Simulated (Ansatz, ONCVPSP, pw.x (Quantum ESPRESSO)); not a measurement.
# From atom to crystal: ONCV potential for potassium

```
Element                 : K
Generator               : ONCVPSP 4.0.1.1 (patched build)
Type                    : optimised norm-conserving Vanderbilt (ONCV)
Functional              : PBE
Relativity              : scalar-relativistic
Frozen core             : [Ne] 3s2
Valence charge          : 7
Reference configuration : 3p6 4s1
Partial waves           : 4s: rc 4.00 bohr, ncon 4, nbas 8, qcut 1.4 1/bohr, 2 projectors, debl 4 Ha; 3p: rc 2.05 bohr, ncon 4, nbas 9, qcut 6.9 1/bohr, 2 projectors, debl 3.1 Ha; d scattering state at 0.13 Ha: rc 4.00 bohr, ncon 4, nbas 7, qcut 2.8 1/bohr, 2 projectors, debl 1.8 Ha
Local potential         : polynomial inside 1.80 bohr (lpopt 5, dvloc0 0 Ha)
Core correction         : Teter function, fcfact 4.75, rcfact 1.4
```

Atomic tests: cutoffs needed: 12 Ha and 16 Ha (the cutoffs (Ha) at which the residual kinetic energy of the hardest occupied pseudo-wave falls to 1 and 0.1 mHa per electron); ghost test: no bound ghost flagged; GHOST(+) flagged for s at 1.11 eV, d at 56.0 eV; configuration tests: 4 of 4 tests not solved or not reliable.

Crystal test: diamond K in pw.x 7.5, no spin, 8³ k-points, Fermi–Dirac smearing 0.01 Ry, cutoffs 50/200 Ry. The reference is all-electron LAPW (Ansatz 0.2.0) with the same functional, mesh and smearing; V0 and B0 come from Birch–Murnaghan fits to the pressures at five volumes. Errors are pseudo minus all-electron; Δ is the rms difference of the E(V) curves that follow from these fits, minima aligned, over ±6 % about the mean V0. Mesh and smearing are coarse, so the numbers serve the comparison and aren't converged zero-temperature values; the lattice is a test structure that the element need not adopt.

| V (Å³/atom) | P all-electron (GPa) | P pseudo (GPa) |
| --- | --- | --- |
| 106.732 | 0.06 | 0.28 |
| 109.540 | 0.03 | 0.22 |
| 112.349 | -0.00 | 0.17 |
| 115.158 | -0.03 | 0.13 |
| 117.966 | -0.06 | 0.08 |

All-electron: a0 = 9.641 Å (V0 = 112.02 Å³/atom), B0 = 1.2 GPa.

Pseudopotential: mean pressure error (GPa): +0.18. The pressure does not cross zero within the volumes sampled, so no fit is given. This is a poor potential for the solid. The generator flags a localised state at positive energy (s at 1 eV). Atomic configuration tests: 4 of 4 tests not solved or not reliable.

Q: At the middle volume, how do free energy and pressure move when the wave cutoff is lowered (ecutrho kept at four times it)?

A:

```
cutoff (Ry)  shift of F (meV/atom)  shift of P (GPa)
         22                 +415.5             -2.92
         30                  +23.9             -0.26
         40                   +0.3             -0.01
```

The run at the middle volume (29 k-points, 9 iterations) took about 2.7 min on one core of a shared host (Neoverse-N1, 64 threads, 124 GiB, load 58).
